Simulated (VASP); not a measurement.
Write the native input for VASP 6.6.1 that does the following.

```
Task                   : single point
Functional             : PBEsol
Potentials or basis    : VASP PAW PBE potentials, release 64 (Te, Sn_d)
Cutoff                 : 520 eV
k mesh                 : 6 × 6 × 6
Occupations            : fermi-dirac, width 0.05 eV
Spin                   : no spin polarisation
Ladder                 : free
Further INCAR settings : ALGO = Normal; EDIFF = 1e-07; NBANDS = 24
```

The structure of SnTe3 lies in POSCAR:

```
SnTe3
1.0
    0.0000000000      3.8612190000      3.8612190000
    3.8612190000      0.0000000000      3.8612190000
    3.8612190000      3.8612190000      0.0000000000
Te Sn
3 1
Direct
    0.5000000000      0.5000000000      0.5000000000
    0.7500000000      0.7500000000      0.7500000000
    0.2500000000      0.2500000000      0.2500000000
    0.0000000000      0.0000000000      0.0000000000
```

The cell comes from a database or a generator and needn't be the stable form of this composition.

These files were run (other wordings do the same):

INCAR

```
PREC = Accurate
ENCUT = 520
EDIFF = 1E-7
ISMEAR = -1
SIGMA = 0.05
LREAL = F
LASPH = T
NELM = 100
ALGO = Normal
ISIF = 2
LWAVE = F
LCHARG = F
GGA = PS
NBANDS = 24
```

KPOINTS

```
Automatic mesh
0
Gamma
  6 6 6
```

Potentials or basis: VASP PAW PBE potentials, release 64 (Te, Sn_d).

The run is started by

```sh
$ cat potpaw_PBE.64/Te/POTCAR potpaw_PBE.64/Sn_d/POTCAR > POTCAR
$ mpirun -np 1 vasp_std > vasp.out
```

Results of the run:

| Property | Result |
| --- | --- |
| Pressure | -2.8 GPa |
| Band gap on the k mesh | none (metal or under the smearing width) |

Caveat: the PAW data sets were made with another functional, which shifts forces and pressure a little.

Wall time 57 s on 1 thread of Intel(R) Xeon(R) Platinum 8488C (Sapphire Rapids), with other jobs on the host, peak memory 0.26 GiB.
